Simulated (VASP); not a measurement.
# BN (Amm2) in VASP: further runs

One crystal, BN, is run at these levels: PBE; tasks: single point.

Program: VASP 6.6.1. These are calculated values, not measurements. Logs are shortened: lines on timing, memory, paths and dates and some standing lists are left out, and cuts for length are marked.

**1. The crystal as given**

The structure is orthorhombic, space group Amm2 (No. 38). The conventional cell has a = 6.636 Å, b = 2.498 Å, c = 4.327 Å, α = 90.00°, β = 90.00°, γ = 90.00°. B (site symmetry mm2) has 3 N at 1.34 to 1.49 Å as nearest neighbours. Around B (site symmetry mm2) lie 3 N at 1.44 Å. N (site symmetry mm2) has 3 B at 1.44 Å as nearest neighbours. Around N (site symmetry mm2) lie 3 B at 1.34 to 1.49 Å.

**2. Single point, PBE**

INCAR reads:

```
  PREC = Accurate
  ENCUT = 520
  EDIFF = 1E-6
  ISMEAR = 0
  SIGMA = 0.01
  LREAL = F
  LASPH = T
  NELM = 100
  ALGO = Normal
  ISIF = 2
  LWAVE = F
  LCHARG = F
  GGA = PE
  NBANDS = 16
```

KPOINTS reads:

```
regular mesh
0
Gamma
  8 8 3
```

POSCAR reads:

```
BN
1.0
    2.4982400000      0.0000000000      0.0000000000
   -1.2491200000      2.1635390000      0.0000000000
    0.0000000000      0.0000000000      6.6357000000
B N
2 2
Direct
    0.3333333333      0.6666666667      0.2500000000
    0.6666666667      0.3333333333      0.7500000000
    0.3333333333      0.6666666667      0.7500000000
    0.6435563830      0.2871127660      0.2500000000
```

Potentials or basis: VASP PAW PBE potentials, release 64 (B, N).

On the command line:

```console
cat potpaw_PBE.64/B/POTCAR potpaw_PBE.64/N/POTCAR > POTCAR
mpirun -np 1 vasp_std > vasp.out
```

OUTCAR:

```text
PREC = Accurate
   ENCUT = 520
   EDIFF = 1E-6
   ISMEAR = 0
   LREAL = F
   LASPH = T
   NELM = 100
   ISIF = 2
   GGA = PE

 ion  position               nearest neighbor table
   1  0.333  0.667  0.250-   4 1.34   4 1.49   4 1.49
   2  0.667  0.333  0.750-   3 1.44   3 1.44   3 1.44
   3  0.333  0.667  0.750-   2 1.44   2 1.44   2 1.44
   4  0.644  0.287  0.250-   1 1.34   1 1.49   1 1.49

  LATTYP: Found a hexagonal cell.
 ALAT       =     2.4982400000
 C/A-ratio  =     2.6561499296

  Lattice vectors:

 A1 = (   2.4982400000,   0.0000000000,   0.0000000000)
 A2 = (  -1.2491200000,   2.1635390000,   0.0000000000)
 A3 = (   0.0000000000,   0.0000000000,   6.6357000000)

Analysis of symmetry for initial positions (statically):
=====================================================================
 Subroutine PRICEL returns:
 Original cell was already a primitive cell.

 Routine SETGRP: Setting up the symmetry group for a
 hexagonal supercell.

 Subroutine GETGRP returns: Found  4 space group operations
 (whereof  2 operations were pure point group operations)
 out of a pool of 24 trial point group operations.

The static configuration has the point symmetry C_1h.
 The point group associated with its full space group is C_2v.

Analysis of symmetry for dynamics (positions and initial velocities):
=====================================================================
 Subroutine PRICEL returns:
 Original cell was already a primitive cell.

 Routine SETGRP: Setting up the symmetry group for a
 hexagonal supercell.

 Subroutine GETGRP returns: Found  4 space group operations
 (whereof  2 operations were pure point group operations)
 out of a pool of 24 trial point group operations.

The dynamic configuration has the point symmetry C_1h.
 The point group associated with its full space group is C_2v.

 Subroutine INISYM returns: Found  4 space group operations
 (whereof  2 operations are pure point group operations),
 and found     1 'primitive' translations

----------------------------------------------------------------------------------------

                                     Primitive cell

  volume of cell :      35.8662

  direct lattice vectors                    reciprocal lattice vectors
     2.498240000  0.000000000  0.000000000     0.400281798  0.231102837  0.000000000
    -1.249120000  2.163539000  0.000000000     0.000000000  0.462205673  0.000000000
     0.000000000  0.000000000  6.635700000     0.000000000  0.000000000  0.150700002

  length of vectors
     2.498240000  2.498239736  6.635700000     0.462205624  0.462205673  0.150700002

  position of ions in fractional coordinates (direct lattice)
     0.333333333  0.666666667  0.250000000
     0.666666667  0.333333333  0.750000000
     0.333333333  0.666666667  0.750000000
     0.643556383  0.287112766  0.250000000

  ion indices of the primitive-cell ions
   primitive index   ion index
                 1           1
                 2           2
                 3           3
                 4           4

----------------------------------------------------------------------------------------

 KPOINTS: regular mesh

Automatic generation of k-mesh.
 Grid dimensions read from file:
 generate k-points for:    8    8    3

 Generating k-lattice:

  Cartesian coordinates                     Fractional coordinates (reciprocal lattice)
     0.050035225  0.028887855  0.000000000     0.125000000  0.000000000  0.000000000
     0.000000000  0.057775709  0.000000000     0.000000000  0.125000000  0.000000000
     0.000000000  0.000000000  0.050233334     0.000000000  0.000000000  0.333333333

  Length of vectors
     0.057775703  0.057775709  0.050233334

  Shift w.r.t. Gamma in fractional coordinates (k-lattice)
     0.000000000  0.000000000  0.000000000

 Subroutine IBZKPT returns following result:
 ===========================================

 Found     42 irreducible k-points:

 Following reciprocal coordinates:
            Coordinates               Weight
  0.000000  0.000000  0.000000      1.000000
  0.125000  0.000000  0.000000      4.000000
  0.000000  0.125000  0.000000      2.000000
  0.250000  0.000000  0.000000      4.000000
  0.000000  0.250000  0.000000      2.000000
  0.375000  0.000000  0.000000      4.000000
[... 16 lines left out ...]
  0.125000  0.000000  0.333333      8.000000
  0.000000  0.125000  0.333333      4.000000
 [... further k-points ...]
   k-points           NKPTS =     42   k-points in BZ     NKDIM =     42   number of bands    NBANDS=     16
   number of dos      NEDOS =    301   number of ions     NIONS =      4
   total plane-waves  NPLWV =  20000
   dimension x,y,z NGX =    20 NGY =   20 NGZ =   50
   dimension x,y,z NGXF=    40 NGYF=   40 NGZF=  100
   ions per type =               2   2
   NGX,Y,Z   is equivalent  to a cutoff of  13.31, 13.31, 12.53 a.u.
   NGXF,Y,Z  is equivalent  to a cutoff of  26.62, 26.62, 25.05 a.u.
 SYSTEM =  unknown system
   PREC   = accura    normal or accurate (medium, high low for compatibility)
   ISTART =      0    job   : 0-new  1-cont  2-samecut
   ICHARG =      2    charge: 1-file 2-atom 10-const
   ISPIN  =      1    spin polarized calculation?
   LNONCOLLINEAR =      F non collinear calculations
   LSORBIT =      F    spin-orbit coupling
   LASPH  =      T    aspherical Exc in radial PAW
   ENCUT  =  520.0 eV  38.22 Ry    6.18 a.u.   4.65  4.65 12.34*2*pi/ulx,y,z
   NELM   =    100;   NELMIN=  2; NELMDL= -5     # of ELM steps
   EDIFF  = 0.1E-05   stopping-criterion for ELM
[... 8 lines left out ...]
   TEBEG  =    0.0;   TEEND  =   0.0 temperature during run
   PSTRESS=    0.0 pullay stress
   NELECT =      16.0000    total number of electrons
   NUPDOWN=      -1.0000    fix difference up-down
   EMIN   =  10.00;   EMAX   =-10.00  energy-range for DOS
   EFERMI =   0.00;   METHOD = LEGACY
   ISMEAR =     0;   SIGMA  =   0.01  broadening in eV -4-tet -1-fermi 0-gaus
   EFERMI_NEDOS =   21; number of points for ismear=-14 and -15
   IALGO  =     38    algorithm
   IMIX   =      4    mixing-type and parameters
     AMIX     =   0.40;   BMIX     =  1.00
     AMIX_MAG =   1.60;   BMIX_MAG =  1.00
  volume/ion in A,a.u.               =       8.97        60.51
  Fermi-wavevector in a.u.,A,eV,Ry     =   1.250891  2.363842 21.289435  1.564729
  Thomas-Fermi vector in A             =   2.384864
   LORBIT       =      0    0 simple, 1 ext, 2 COOP (PROOUT), +10 PAW based schemes
   GGA     = PE    functional components
   LHFCALC =     F    Hartree Fock is set to
   AEXX    =    0.0000 exact exchange contribution
   IVDW    =     0    specifies the selected vdW correction
   LEPSILON=     F    determine dielectric tensor
   LRPA    =     F    only Hartree local field effects (RPA)
 non-spin polarized calculation
 Gauss-broadening in eV      SIGMA  =   0.01
  energy-cutoff  :      520.00
  volume of cell :       35.87
 maximum number of plane-waves:       985
 NGX is ok and might be reduce to    20
   NGX =  9   NGY =  9   NGZ = 25

 number of electron      15.9999997 magnetization

 Free energy of the ion-electron system (eV)
  ---------------------------------------------------
  ext. energy  EPLUGINS =         0.00000000
  ---------------------------------------------------
  free energy    TOTEN  =       -34.91255856 eV

  energy without entropy =      -34.91255856  energy(sigma->0) =      -34.91255856

 E-fermi :   2.3804     XC(G=0): -10.0852

 val. band max:        2.3095929733   @ k =   0.3750   0.2500   0.0000
 cond. band min:       6.3797490880   @ k =   0.0000   0.5000   0.3333
 fundamental gap:      4.0701561147
 Fermi energy:         2.3804206398

 k-point     1 :       0.0000    0.0000    0.0000
  band No.  band energies     occupation
      1     -15.5401      2.00000
      2     -15.2453      2.00000
      3      -3.9560      2.00000
      4      -1.8334      2.00000
      5      -0.1113      2.00000
      6       0.9919      2.00000
[... 8 lines left out ...]
     15      15.4523      0.00000
     16      15.7476      0.00000

 k-point     2 :       0.1250    0.0000    0.0000
  band No.  band energies     occupation
      1     -15.2332      2.00000
      2     -14.9486      2.00000
      3      -3.5386      2.00000
      4      -1.4609      2.00000
      5      -0.7795      2.00000
      6      -0.2017      2.00000
[... 8 lines left out ...]
     15      15.3901      0.00000
     16      16.7760      0.00000

 k-point     3 :       0.0000    0.1250    0.0000
  band No.  band energies     occupation
      1     -15.2399      2.00000
      2     -14.9560      2.00000
      3      -3.5305      2.00000
      4      -1.4502      2.00000
      5      -1.0817      2.00000
      6      -0.2012      2.00000
[... 8 lines left out ...]
     15      15.2668      0.00000
     16      16.1723      0.00000

 k-point     4 :       0.2500    0.0000    0.0000
  band No.  band energies     occupation
      1     -14.3547      2.00000
      2     -14.1024      2.00000
      3      -2.8133      2.00000
      4      -2.7463      2.00000
      5      -2.3291      2.00000
      6      -0.6984      2.00000
[... 8 lines left out ...]
     15      17.7035      0.00000
     16      18.4683      0.00000
[... 324 lines left out ...]
 k-point    22 :       0.0000    0.0000    0.3333
  band No.  band energies     occupation
      1     -15.4698      2.00000
      2     -15.3225      2.00000
      3      -3.5068      2.00000
      4      -2.4675      2.00000
      5      -0.1096      2.00000
      6       0.9922      2.00000
[... 8 lines left out ...]
     15      15.2957      0.00000
     16      15.8420      0.00000

 k-point    23 :       0.1250    0.0000    0.3333
  band No.  band energies     occupation
      1     -15.1654      2.00000
      2     -15.0231      2.00000
      3      -3.0997      2.00000
      4      -2.0842      2.00000
      5      -0.7739      2.00000
      6      -0.1952      2.00000
[... 8 lines left out ...]
     15      15.2633      0.00000
     16      16.6377      0.00000

 k-point    24 :       0.0000    0.1250    0.3333
  band No.  band energies     occupation
      1     -15.1722      2.00000
      2     -15.0303      2.00000
      3      -3.0920      2.00000
      4      -2.0776      2.00000
      5      -1.0700      2.00000
      6      -0.1944      2.00000
[... 8 lines left out ...]
     15      15.2647      0.00000
     16      15.5899      0.00000

 [... further k-points ...]
[... 5 lines left out ...]
  --------------------------------------------------------------------------------------
  -------------------------------------------------------------------------------------
  Total        0.5378333      3.7229894      0.6400070      0.0000000      0.0000000      0.0000000
  in kB       24.0255119    166.3093811     28.5897031      0.0000000      0.0000000      0.0000000
  external PRESSURE =      72.9748654 kB  Pullay stress =       0.0000000 kB

 VOLUME and BASIS-vectors are now :
 -----------------------------------------------------------------------------
  energy-cutoff  :      520.00
  volume of cell :       35.87
      direct lattice vectors                 reciprocal lattice vectors
     2.498240000  0.000000000  0.000000000     0.400281798  0.231102837  0.000000000
    -1.249120000  2.163539000  0.000000000     0.000000000  0.462205673  0.000000000
     0.000000000  0.000000000  6.635700000     0.000000000  0.000000000  0.150700002

 POSITION                                       TOTAL-FORCE (eV/Angst)
 -----------------------------------------------------------------------------------
     -0.00000      1.44236      1.65892         0.000000     -4.927295      0.000000
      1.24912      0.72118      4.97677        -0.000000     -0.001279      0.000000
     -0.00000      1.44236      4.97677        -0.000000     -0.009680      0.000000
      1.24912      0.62118      1.65892        -0.000000      4.938254      0.000000
 -----------------------------------------------------------------------------------
    total drift:                                0.000000      0.000468     -0.000000

  FREE ENERGIE OF THE ION-ELECTRON SYSTEM (eV)
  ---------------------------------------------------
  free  energy   TOTEN  =       -34.9125585634 eV

  energy  without entropy=      -34.9125585634  energy(sigma->0) =      -34.91255856
```

It took 18 s on 1 thread of Intel Xeon 6975P-C (Granite Rapids), shared host; peak memory 0.14 GiB.

Results:

```yaml
Free_energy: -34.9126 eV
Pressure: 7.3 GPa
Largest_force: 4.938 eV/Å
Band_gap_on_the_k_mesh: 4.07 eV, indirect (least direct gap 4.49 eV)
```

Forces on the atoms (eV/Å):
```
B    0.000 -4.927  0.000
B    0.000 -0.001  0.000
N    0.000 -0.010  0.000
N    0.000  4.938  0.000
```

Levels at points of the mesh, in eV from the valence-band top:
```
           k point  band 5  band 6  band 7  band 8  band 9  band 10  band 11  band 12
(0.00, 0.00, 0.00)   -2.42   -1.32   -1.32   -0.17    5.26    10.20    10.35    11.65
(0.50, 0.00, 0.00)   -4.32   -4.13   -1.60   -0.50    4.34     6.00     9.35     9.90
(0.00, 0.50, 0.00)   -4.14   -3.58   -1.25   -0.38    4.10     5.22     9.68    10.14
```

Caveat: an odd mesh through Γ misses points on the zone boundary, where band edges often lie; this functional lacks dispersion, which binds the layers, so the pressure and a relaxed spacing across them are unreliable; forces of over 1 eV/Å show positions far from the minimum, so gaps and moduli don't describe the material at rest.

**3. Single point, PBE**

INCAR reads:

```
PREC = Accurate ; ENCUT = 520
EDIFF = 1E-7 ; ISMEAR = 0
SIGMA = 0.01 ; LREAL = False
LASPH = True ; NELM = 100
ALGO = Normal ; ISIF = 2
LWAVE = False ; LCHARG = False
GGA = PE ; NBANDS = 16
```

KPOINTS is that of step 2.

Edit POSCAR of step 2 so:

```diff
@@ -11,2 +11,2 @@
     0.3333333333      0.6666666667      0.7500000000
-    0.6435563830      0.2871127660      0.2500000000
+    0.6782218085      0.3564436170      0.2500000000
```

Potentials or basis: VASP PAW PBE potentials, release 64 (B, N).

On the command line:

```console
cat potpaw_PBE.64/B/POTCAR potpaw_PBE.64/N/POTCAR > POTCAR
mpirun -np 1 vasp_std > vasp.out
```

Wall time 20 s (1 thread of Intel Xeon 6975P-C (Granite Rapids), shared host); peak memory 0.14 GiB.

The run converged. Its results:

```yaml
Free_energy: -35.0967 eV
Pressure: 5.6 GPa
Largest_force: 1.947 eV/Å
Band_gap_on_the_k_mesh: 4.23 eV, indirect (least direct gap 4.67 eV)
```

Forces on the atoms (eV/Å):
```
B    0.000  1.944  0.000
B    0.000  0.001  0.000
N    0.000  0.002  0.000
N    0.000 -1.947  0.000
```

Stress tensor (GPa, compression positive):
```
9.78 0.00 0.00
0.00 4.17 0.00
0.00 0.00 2.84
```

Levels at points of the mesh, in eV from the valence-band top:
| k point | band 6 | band 7 | band 8 | band 9 | band 10 | band 11 |
| --- | --- | --- | --- | --- | --- | --- |
| (0.00, 0.00, 0.00) | -1.33 | -1.33 | -0.74 | 5.24 | 10.33 | 10.84 |
| (0.50, 0.00, 0.00) | -3.96 | -1.41 | -0.44 | 4.23 | 5.51 | 9.57 |
| (0.00, 0.50, 0.00) | -4.14 | -1.60 | -0.50 | 4.33 | 5.96 | 9.53 |

Caveat: an odd mesh through Γ misses points on the zone boundary, where band edges often lie; this functional lacks dispersion, which binds the layers, so the pressure and a relaxed spacing across them are unreliable; forces of over 1 eV/Å show positions far from the minimum, so gaps and moduli don't describe the material at rest. As with any semilocal functional, this PBE gap is likely too small.
